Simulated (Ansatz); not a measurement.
# Boltzmann transport of AlAs at constant τ

Level of theory: Ansatz, DFT PBE, scalar-relativistic, plane waves, PAW. Settings: 420 eV plane-wave cutoff, Γ-centred 8×8×8 mesh, Gaussian smearing of 0.02 eV. No spin polarisation.

Equilibrium structure at this level:
```xyz
2
Lattice="0.0000 2.8642 2.8642 2.8642 0.0000 2.8642 2.8642 2.8642 0.0000" Properties=species:S:1:pos:R:3 pbc="T T T"
Al    0.0000    0.0000    0.0000
As    4.2963    4.2963    4.2963
```

Constant relaxation time and rigid bands. The levels are interpolated over the whole zone and filled by a Fermi function at the stated temperature, with the chemical potential set by the electron count. The Kohn–Sham gap on the mesh is 1.50 eV and isn't corrected.

Problem. Give the Seebeck coefficient (μV/K; xx, yy, zz) and the conductivity masses (m_e; principal values, sorted) at 600 K against doping (cm⁻³).

Solution.
```
doping S              m*
n 1e18  -557 -557 -557  0.36 0.36 0.36
n 1e19  -360 -360 -360  0.36 0.36 0.36
n 1e20  -176 -176 -176  0.38 0.38 0.38
n 1e21     -66 -66 -66  0.43 0.43 0.43
p 1e18     667 667 667  0.55 0.55 0.55
p 1e19     469 469 469  0.55 0.55 0.55
p 1e20     274 274 274  0.55 0.55 0.55
p 1e21     105 105 105  0.59 0.59 0.59
```

Problem. At 10¹⁸ cm⁻³, which carrier is lighter?

Solution. Electrons, 0.36 against 0.55 m_e (harmonic means of the principal values).

Cost: 1 run of about 2.9 core-minutes, on Arm Neoverse V1 (shared hosts).